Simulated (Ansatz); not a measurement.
# Si2W: the cost of one run

Method: DFT PBE, scalar-relativistic, plane waves, PAW, in Ansatz 0.2.0.

1 further run of the same task is left out (set aside as unsound or not needed).

## (1) The starting structure

The structure is tetragonal, space group I4/mmm (No. 139). Conventional cell: a = 3.229 Å, b = 3.229 Å, c = 7.867 Å, α = 90.00°, β = 90.00°, γ = 90.00°. Si (site symmetry 4mm) has 5 Si at 2.60 to 2.64 Å and 5 W at 2.63 Å in its first shell of neighbours. W (site symmetry 4/mmm) is surrounded by 10 Si at 2.63 Å.

Structure file:

```
CELL_PARAMETERS angstrom
-1.61450 1.61450 3.93341
1.61450 -1.61450 3.93341
1.61450 1.61450 -3.93341
ATOMIC_POSITIONS crystal
Si 0.33457 0.33457 0.00000
Si 0.66543 0.66543 0.00000
W 0.00000 0.00000 0.00000
```

This cell was relaxed beforehand with the same method: volume 13.67 Å³/atom, gap on the mesh none (metal).

## (2) The perfect supercell

File input.yaml:

```yaml
crystal:
  lattice:
    - [1.6144976578, 4.8434929734, -3.9334139019]
    - [-4.8434929734, 1.6144976578, 3.9334139019]
    - [4.8434929734, -1.6144976578, 3.9334139019]
  atoms:
    - { symbol: Si, position: [0.4, 0.9345744058, 0.1345744058] }
    - { symbol: Si, position: [0.6, 0.7345744058, 0.5345744058] }
    - { symbol: Si, position: [0.0, 0.3345744058, 0.3345744058] }
    - { symbol: Si, position: [0.8, 0.5345744058, 0.9345744058] }
    - { symbol: Si, position: [0.2, 0.1345744058, 0.7345744058] }
    - { symbol: Si, position: [0.4, 0.2654255942, 0.4654255942] }
    - { symbol: Si, position: [0.6, 0.0654255942, 0.8654255942] }
    - { symbol: Si, position: [0.0, 0.6654255942, 0.6654255942] }
    - { symbol: Si, position: [0.8, 0.8654255942, 0.2654255942] }
    - { symbol: Si, position: [0.2, 0.4654255942, 0.0654255942] }
    - { symbol: W, position: [1.0, 0.0, 0.0] }
    - { symbol: W, position: [0.2, 0.8, 0.4] }
    - { symbol: W, position: [0.6, 0.4, 0.2] }
    - { symbol: W, position: [0.4, 0.6, 0.8] }
    - { symbol: W, position: [0.8, 0.2, 0.6] }
basis:
  ecutwfc: 420
  xc_grid: 2
kpoints:
  mp_grid: { grid: [1, 1, 1], shift: [0.0, 0.0, 0.0] }
hamiltonian:
  xc: pbe
scf:
  occupations: { method: gaussian, width: 0.1 }
output:
  forces: true
  stress: true
  eigenvalues: true
```

On the command line:

```bash
ansatz run input.yaml --threads 4 --pin off --max-ram 10240MiB --backend cpu --events-out ev --progress --plain --runs-dir out
```

Q: Estimate wall time and peak memory on 4 threads of AMD EPYC (Zen 3), shared host.

About 4.2 s, with a peak of 0.39 GiB.
